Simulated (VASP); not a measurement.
## Si: relaxation of the atoms with r2SCAN

The system is Si.

```
Si
1.0
     0.00000    2.77314    2.77314
     2.77314    0.00000    2.77314
     2.77314    2.77314    0.00000
Si
2
Direct
  0.75000 0.75000 0.75000
  0.50000 0.50000 0.50000
```

The cell isn't the ideal one: a relaxed cell with its volume scaled by 1.06.

* Program: VASP 6.6.1
* Task: relaxation of the atoms
* Functional: r2SCAN
* Potentials or basis: VASP PAW PBE potentials, release 64 (Si)
* Cutoff: 600 eV
* k mesh: 10 × 10 × 10
* Occupations: gaussian, width 0.03 eV
* Spin: no spin polarisation
* Further INCAR settings: ALGO = Normal; EDIFF = 1e-07; IBRION = 2; EDIFFG = -0.01; NSW = 40

The pressure after relaxing is -5.0 GPa and the band gap on the k mesh is 0.88 eV, indirect (least direct gap 2.73 eV).

Final structure:
```
Si
1.0
     0.00000    2.77314    2.77314
     2.77314    0.00000    2.77314
     2.77314    2.77314    0.00000
Si
2
Direct
  0.75000 0.75000 0.75000
  0.50000 0.50000 0.50000
```

Levels at points of the mesh, in eV from the valence-band top:
```csv
k point,band 1,band 2,band 3,band 4,band 5,band 6,band 7,band 8
"(0.00, 0.00, 0.00)",-12.09,0.00,0.00,0.00,2.73,2.73,2.73,3.22
"(0.50, 0.00, 0.00)",-9.80,-6.97,-1.21,-1.21,1.64,3.61,3.61,8.22
"(0.50, 0.50, 0.00)",-7.95,-7.95,-2.84,-2.84,1.03,1.03,10.31,10.31
```

Run time: 40 s on 1 thread of Intel(R) Xeon(R) Platinum 8488C (Sapphire Rapids) (shared host), peak memory 0.17 GiB.

Caveat: the relaxation stopped at its first step, so nothing moved; the PAW data sets were made with another functional, which shifts forces and pressure a little. A k mesh can miss the band edges.
